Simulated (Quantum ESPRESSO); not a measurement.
The system is Rh.

```
Rh
1.0
     2.73098    0.00000    0.00000
    -1.36549    2.36510    0.00000
     0.00000    0.00000    4.42849
Rh
2
Direct
  0.33333 0.66667 0.25000
  0.66667 0.33333 0.75000
```

This isn't the form of Rh at room conditions, which is fcc.

| Item | Value |
| --- | --- |
| Program | Quantum ESPRESSO 7.5 |
| Task | relaxation of cell and atoms |
| Functional | PBEsol |
| Potentials or basis | GBRV 1.5 PBEsol |
| Cutoff | 612 eV |
| Density cutoff | 4898 eV |
| k mesh | 11 × 11 × 6 |
| Occupations | fermi-dirac, width 0.05 eV |
| Spin | no spin polarisation |

At the start: pressure -13.2 GPa; volume 14.30 Å³/atom.

Task: How do energy, volume and symmetry change on relaxing?

Result: Over 5 steps the energy falls by 30.8 meV/atom and the volume is 13.59 Å³/atom (-5.0 %); space group P6_3/mmc (No. 194, to 0.05 Å).

The path:
```csv
step,energy change (eV),largest force (eV/Å),pressure (GPa),volume (Å³)
1,0.0000,0.0000,-13.16,28.60
2,-0.0453,0.0000,-7.13,27.89
3,-0.0614,0.0000,0.68,27.12
4,-0.0616,0.0000,-0.02,27.18
5,-0.0616,0.0000,-0.01,27.18
```

Final structure:
```xyz
2
Lattice="2.6873 0.0000 0.0000 -1.3436 2.3272 0.0000 0.0000 0.0000 4.3461" Properties=species:S:1:pos:R:3 pbc="T T T"
Rh    0.0000    1.5515    1.0865
Rh    1.3436    0.7757    3.2595
```
